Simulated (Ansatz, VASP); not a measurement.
One calculation of SiO2, two programs

```
Si O
1.0
     3.99231    0.00000    0.00000
     0.00000    3.99231    0.00000
     0.00000    0.00000    3.06729
Si O
2 4
Cartesian
  1.9962 1.9962 1.5336
  0.0000 0.0000 0.0000
  2.7724 2.7724 0.0000
  0.7762 3.2161 1.5336
  1.2199 1.2199 0.0000
  3.2161 0.7762 1.5336
```

Alike in both runs: task single point; functional LDA; k mesh 6 × 6 × 10; occupations gaussian, width 0.05 eV; no spin polarisation.

|  | VASP | Ansatz |
| --- | --- | --- |
| version | VASP 6.6.1 | Ansatz 0.2.0 |
| potentials or method | VASP PAW LDA potentials, release 64 (Si, O) | scalar-relativistic, plane waves, PAW |
| plane-wave cutoff (eV) | 520 | 520 |
| valence electrons in the cell | 32 | 32 |

|  | VASP | Ansatz | Ansatz less VASP |
| --- | --- | --- | --- |
| gap on the k mesh at the Fermi level (eV) | 4.10 | 4.10 | +0.002 |
| least direct gap on the mesh (eV) | 4.10 | 4.10 | +0.002 |
| pressure (GPa) | -17.6 | -18.5 | -0.94 |
| largest component of the traceless stress (GPa) | 41.76 | 41.52 | -0.242 |
| rms of the force components (eV/Å) | 0.374 | 0.393 | +0.0196 |

Atom by atom the forces differ by 0.020 eV/Å (rms over components). Ansatz warned: «pseudo_functional_mismatch».

Caveats: so large a pressure means that the cell lies far from this level's equilibrium, or that cutoff or potentials fall short (VASP).
